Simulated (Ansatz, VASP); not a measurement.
**As in VASP and in Ansatz**

Contents of INCAR:

```
SYSTEM = As
ALGO = Normal
EDIFF = 1E-6
ENCUT = 520
GGA = PE
ISIF = 2
ISMEAR = -1
LASPH = .True.
LCHARG = .False.
LREAL = .False.
LWAVE = .False.
NBANDS = 14
NELM = 80
PREC = Accurate
SIGMA = 0.1
```

The input KPOINTS:

```
k-points
0
Gamma
  8 8 10
  0 0 0
```

Contents of POSCAR:

```
As
1.0
    4.2751640562      0.0000000000      0.0000000000
   -2.1375820281      3.7024006780      0.0000000000
    0.0000000000      0.0000000000      2.4854948962
As
3
Direct
    0.0000000000      0.0000000000      0.0000000000
    0.3333333333      0.6666666667      0.5000000000
    0.6666666667      0.3333333333      0.5000000000
```

Input for Ansatz:

```yaml
crystal:
  lattice:
    - [4.2751640562, 0.0, 0.0]
    - [-2.1375820281, 3.702400678, 0.0]
    - [0.0, 0.0, 2.4854948962]
  atoms:
    - { symbol: As, position: [0.0, 0.0, 0.0] }
    - { symbol: As, position: [0.3333333333, 0.6666666667, 0.5] }
    - { symbol: As, position: [0.6666666667, 0.3333333333, 0.5] }
kpoints:
  mp_grid: { grid: [8, 8, 10] }
  band_path:
    path:
      - [0.0, 0.0, 0.0]
      - [0.5, 0.0, 0.0]
      - [0.3333333333, 0.3333333333, 0.0]
      - [0.0, 0.0, 0.0]
      - [0.0, 0.0, 0.5]
      - [0.5, 0.0, 0.5]
      - [0.3333333333, 0.3333333333, 0.5]
      - [0.0, 0.0, 0.5]
      - [0.5, 0.0, 0.5]
    npoints: 8
scf:
  occupations: { method: fermi_dirac, width: 0.1 }
hamiltonian:
  xc: pbe
  pseudopotentials: { kind: all_electron, lapw: { basis_error: 0.001 } }
output:
  forces: true
  stress: true
  eigenvalues: true
  populations: true
  dos: { projected: true, de: 0.2, e_range: [-14, 8] }
```

Change from the starting cell: volume scaled by 0.68, LAPW.

Alike in both runs: task single point; functional PBE; k mesh 8 × 8 × 10; occupations fermi-dirac, width 0.1 eV; no spin polarisation.

```csv
,VASP,Ansatz
version,VASP 6.6.1,Ansatz 0.2.0
potentials or method,"VASP PAW PBE potentials, release 64 (As)","all-electron LAPW, scalar-relativistic"
plane-wave cutoff (eV),520,see its input
```

|  | VASP | Ansatz | Ansatz less VASP |
| --- | --- | --- | --- |
| pressure (GPa) | 71.5 | 70.0 | -1.51 |
| largest component of the traceless stress (GPa) | 0.02 | 0.15 | +0.128 |

Ansatz ran all-electron here, so the differences hold the error of VASP's frozen core and of both bases.

Caveats: the cell as given lies far from equilibrium; so large a pressure means that the cell lies far from this level's equilibrium, or that cutoff or potentials fall short (VASP).
